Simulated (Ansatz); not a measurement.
Crystal: Gd.

```
Gd
1.0
    -2.02500    2.02500    2.02500
     2.02500   -2.02500    2.02500
     2.02500    2.02500   -2.02500
Gd
1
Cartesian
  0.0000 0.0000 0.0000
```

This isn't the form of Gd at room conditions, which is hcp.

Alike in all runs: program Ansatz 0.2.0; functional PBEsol; potentials or basis Ansatz PAW; cutoff 420 eV (not typed: the program's choice for these potentials); k mesh 9 × 9 × 9; occupations fermi-dirac, width 0.05 eV.

The same cell was started in several ways:

```tsv
start	free energy over the lowest (meV/atom)	net moment (μB)	site or absolute moments (μB)	gap
no spin polarisation	7155.1	-	-	none (metal or under the smearing width)
collinear spin, ferromagnetic start of up to 8.5 μB	0.0	7.61	Gd +7.32	none (metal or under the smearing width)
collinear spin, random start of up to 2.01 μB	0.0	7.61	Gd +7.32	none (metal or under the smearing width)
collinear spin, ferromagnetic start of up to 7 μB	0.0	7.61	Gd +7.32	none (metal or under the smearing width)
```

Allowing spin polarisation gains 7155 meV/atom. A still lower state may exist.

Caveats: spin-orbit coupling is left out, which moves the levels of the heavy elements (some runs).
